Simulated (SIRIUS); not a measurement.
# Ru: equation of state with PBEsol

The system is Ru.

```xyz
2
Lattice="2.7058 0.0000 0.0000 -1.3529 2.3433 0.0000 0.0000 0.0000 4.2819" Properties=species:S:1:pos:R:3 pbc="T T T"
Ru    1.3529    0.7811    3.2114
Ru    0.0000    1.5622    1.0705
```

| Property | Result |
| --- | --- |
| Program | SIRIUS 7.12.0 |
| Task | equation of state |
| Functional | PBEsol |
| Potentials or basis | PseudoDojo 0.4.1 PBEsol standard (scalar relativistic) |
| Cutoff | 1152 eV |
| Density cutoff | 4606 eV |
| k mesh | 11 × 11 × 6 |
| Occupations | fermi-dirac, width 0.05 eV |
| Spin | no spin polarisation |

The equilibrium volume is 13.35 Å³/atom and the bulk modulus at fixed shape and positions is 347 GPa. The pressure derivative of the bulk modulus is 4.8.

Energy against volume, from the lowest point:
| volume (Å³/atom) | energy (meV/atom) |
| --- | --- |
| 12.760 | 30.25 |
| 13.032 | 8.27 |
| 13.303 | 0.00 |
| 13.575 | 3.93 |
| 13.846 | 18.71 |
| 14.118 | 43.11 |
| 14.389 | 76.05 |

All runs of the series together: 110 s on 4 threads of Intel(R) Xeon(R) 6975P-C (Granite Rapids), on a shared host.

Caveat: the cell was scaled at fixed shape and fractional positions, which overstates the stiffness of a crystal with free parameters, most of all of layers and chains.
